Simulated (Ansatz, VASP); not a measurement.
**One calculation of V, two programs**

```
CELL_PARAMETERS angstrom
2.44767 0.00000 0.00000
0.00000 2.44767 0.00000
0.00000 0.00000 2.44767
ATOMIC_POSITIONS crystal
V 0.00000 0.00000 0.00000
```

Alike in both runs: functional PBE; k mesh 22 × 22 × 22; occupations gaussian, width 0.1 eV; no spin polarisation.

Ansatz relaxed the structure, and its values are those at the end. VASP's run is a single point on that final structure, the one shown.

```csv
,VASP,Ansatz
version,VASP 6.6.1,Ansatz 0.2.0
potentials or method,"VASP PAW PBE potentials, release 64 (V_sv)","scalar-relativistic, plane waves, PAW"
plane-wave cutoff (eV),520,420
valence electrons in the cell,13,13
```

Ansatz gave:

```
gap on the k mesh at the Fermi level (eV) : none
pressure (GPa)                            : 0.0
```

Problem. Estimate VASP's values.

Solution. gap on the k mesh at the Fermi level (eV): none; pressure (GPa): 0.3.

A gap of «none» marks a metal or a gap that the smearing closes. The functional is the same, so the differences come from potentials, cutoffs and numerics.
